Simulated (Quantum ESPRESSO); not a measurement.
Runs of Quantum ESPRESSO 7.5 on FeO. Symmetry: R-3m, No. 166, trigonal system. Conventional cell: a = 3.035 Å, b = 3.035 Å, c = 7.547 Å, α = 90.00°, β = 90.00°, γ = 120.00°. Around Fe (site symmetry -3m) lie 6 O at 2.16 Å. O (site symmetry -3m) has 6 Fe at 2.16 Å as nearest neighbours. 

```tsv
level	form of the LDA correlation	gap on the mesh (eV)	pressure (GPa)	moment (μB)
PW91+U	-	none	0.3	4.00
PBEsol+U	-	none	(b)	4.00
LDA+U	PZ81	none	-13.7	4.00
revPBE+U	-	none	4.7	4.00
RPBE+U	-	none	(a)	4.00
```

Alike in all rows: task single point; potentials or basis PseudoDojo 0.4.1 SR PBEsol standard; spin collinear, ferromagnetic start; Fe d U = 3 eV; cell as given; k mesh 8 × 8 × 8; cutoff (eV) 1225; smearing gaussian 0.05 eV.

Problem. Fill in the values left out.

Solution. (a) 6.1; (b) -7.2.

Caveats: a cell with one magnetic atom can't hold antiferromagnetic order, which such compounds often take; the potentials were made for another functional, which shifts forces and pressure (some runs).

A gap of «none» marks a metal or a gap under the smearing width.

Runs at the PBE level aren't shown here.
